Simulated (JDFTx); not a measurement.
# MgO: single point with PBEsol

MgO:

```xyz
2
Lattice="0.0000 2.0970 2.0970 2.0970 0.0000 2.0970 2.0970 2.0970 0.0000" Properties=species:S:1:pos:R:3 pbc="T T T"
Mg    0.0000    0.0000    0.0000
O     2.0970    2.0970    2.0970
```

The cell is a database's computed one.

```json
{
 "Program": "JDFTx 1.7.0 (patched build)",
 "Task": "single point",
 "Functional": "PBEsol",
 "Potentials or basis": "PseudoDojo-SR-PBEsol-0.4.1-standard",
 "Cutoff": "1143 eV",
 "Density cutoff": "9143 eV",
 "k mesh": "6 × 6 × 6",
 "Occupations": "fermi-dirac, width 0.05 eV",
 "Spin": "no spin polarisation"
}
```

```json
{
  "Pressure": "2.3 GPa",
  "Band gap on the k mesh": "4.79 eV, direct",
  "Loewdin charges": "Mg +1.52; O -1.36 e"
}
```

Levels at points of the mesh, in eV from the valence-band top:
```tsv
k point	band 4	band 5	band 6	band 7	band 8	band 9	band 10	band 11	band 12	band 13
(0.00, 0.00, 0.00)	-38.83	-17.20	0.00	0.00	0.00	4.79	15.86	15.86	15.86	19.60
(0.00, 0.00, 0.50)	-38.84	-15.82	-4.71	-0.66	-0.66	7.85	12.65	16.33	16.33	21.07
(0.00, 0.50, 0.50)	-38.86	-15.59	-4.15	-1.37	-1.37	9.04	10.04	13.09	19.03	19.03
```

Wall time 8 s on 1 thread of Intel(R) Xeon(R) 6975P-C (Granite Rapids), with other jobs on the host, peak memory 0.07 GiB.

Caveat: the k mesh is coarse (spacing up to 0.43 Å⁻¹), so the values aren't converged; the atomic charges don't sum to the cell's charge.
